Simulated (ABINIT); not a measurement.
Here is an ABINIT 10.8.3 (patched build) calculation.

run.abi

```
# Pseudopotentials
pp_dirpath "./"
pseudos "Mo.upf, S.upf"

# Structure
acell 3*1.0 Angstrom
rprim
     1.5800000000     0.9122134253     6.1500000000
    -1.5800000000     0.9122134253     6.1500000000
     0.0000000000    -1.8244268506     6.1500000000
ntypat 2
znucl 42 16
natom 3
typat 1 2 2
xred
     0.0000000000     0.0000000000     0.0000000000
     0.4170000000     0.4170000000     0.4170000000
     0.2500000000     0.2500000000     0.2500000000

# Plane-wave basis
ecut 36.0

# k points
kptopt 1
ngkpt 8 8 8
nshiftk 1
shiftk 0.0 0.0 0.0

# Exchange and correlation
ixc 23

# Bands and occupations
nband 17
occopt 3
tsmear 0.00183747

# SCF cycle
nstep 100
tolvrs 1.0e-10

# Output
iomode 3
prtwf 0
prtden 0
prteig 0
prtebands 0
enunit 1
```

Potentials or basis: PseudoDojo NC SR PBEsol v0.4 stringent.

Launch:

```sh
$ abinit run.abi > log 2>&1
```

Predict the largest force.

0.357 eV/Å.

Estimate the pressure.

1.1 GPa.

Stress tensor (GPa, compression positive):
```
0.24 0.00 0.00
0.00 0.24 0.00
0.00 0.00 2.96
```

Caveat: the potentials were made for another functional, which shifts forces and pressure.
